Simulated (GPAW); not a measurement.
Runs of GPAW 26.7.0 on SnSe2. Symmetry: P-3m1, No. 164, trigonal system. The conventional cell has a = 3.811 Å, b = 3.811 Å, c = 6.136 Å, α = 90.00°, β = 90.00°, γ = 120.00°. Around Sn (site symmetry -3m) lie 6 Se at 2.68 Å. Se (site symmetry 3m) has 3 Sn at 2.68 Å as nearest neighbours. 

```tsv
task	level	potentials or basis	cell	cutoff (eV)	smearing	response ecut	maxiter	response k mesh	response bands	kernels	gap on the mesh (eV)
dielectric tensor	PBEsol	PAW data sets generated in the run's folder for this functional, pw	P-3m1, 25.73 Å³/atom	500	fermi-dirac 0.001 eV	80 eV	150	14 × 14 × 8	43	["RPA"]	0.74
dielectric tensor	PBE	GPAW PAW data sets (gpaw-data 1.2.1), pw	P-3m1, 24.18 Å³/atom	400	fermi-dirac 0.001 eV	80 eV	150	16 × 16 × 9	43	["RPA"]	0.86
dielectric tensor	PBE	GPAW PAW data sets (gpaw-data 1.2.1), pw	P-3m1, 27.27 Å³/atom	400	fermi-dirac 0.001 eV	80 eV	150	16 × 16 × 9	43	["RPA"]	(b)
dielectric tensor	PBE	GPAW PAW data sets (gpaw-data 1.2.1), pw	P-3m1, 25.73 Å³/atom	400	fermi-dirac 0.001 eV	80 eV	150	16 × 16 × 9	43	["RPA"]	0.82
dielectric tensor	PBE	GPAW PAW data sets (gpaw-data 1.2.1), pw	P-3m1, 24.7 Å³/atom	400	fermi-dirac 0.001 eV	80 eV	150	16 × 16 × 9	43	["RPA"]	0.85
single point	LDA	the program's PAW data sets (release 1.2.1) made for this functional, pw	P-3m1, 25.73 Å³/atom	500	fermi-dirac 0.05 eV	-	120	-	-	-	0.68
dielectric tensor	PBE	GPAW PAW data sets (gpaw-data 1.2.1), pw	P-3m1, 26.24 Å³/atom	400	fermi-dirac 0.001 eV	80 eV	150	16 × 16 × 9	43	["RPA"]	0.80
dielectric tensor	AM05	PAW data sets generated in the run's folder for this functional, pw	P-3m1, 25.73 Å³/atom	500	fermi-dirac 0.001 eV	80 eV	150	14 × 14 × 8	43	["RPA"]	0.79
dielectric tensor	PBE	GPAW PAW data sets (gpaw-data 1.2.1), pw	P-3m1, 25.21 Å³/atom	400	fermi-dirac 0.001 eV	80 eV	150	16 × 16 × 9	43	["RPA"]	0.83
dielectric tensor	PBE	GPAW PAW data sets (gpaw-data 1.2.1), pw	P-3m1, 26.76 Å³/atom	400	fermi-dirac 0.001 eV	80 eV	150	16 × 16 × 9	43	["RPA"]	(a)
dielectric tensor	PBE	GPAW PAW data sets (gpaw-data 1.2.1), pw	P-3m1, 25.73 Å³/atom	500	fermi-dirac 0.001 eV	80 eV	150	14 × 14 × 8	43	["RPA"]	0.82
```

Alike in all rows: no spin polarisation; k mesh 7 × 7 × 4.

**Question.** Fill in the values left out.

**Answer.** (a) 0.78; (b) 0.76.

Caveats: spin-orbit coupling is left out, which moves the levels of the heavy elements; the long-wavelength limit can be off by a per cent or two (some runs); this functional lacks dispersion, which binds the layers, so the pressure and a relaxed spacing across them are unreliable (some runs); an odd mesh through Γ misses points on the zone boundary, where band edges often lie (some runs); the cutoff is short for stress and forces, so pressures can be off by a GPa or more (some runs).

A k mesh can miss the band edges, and the runs leave out spin-orbit coupling on Se, Sn.
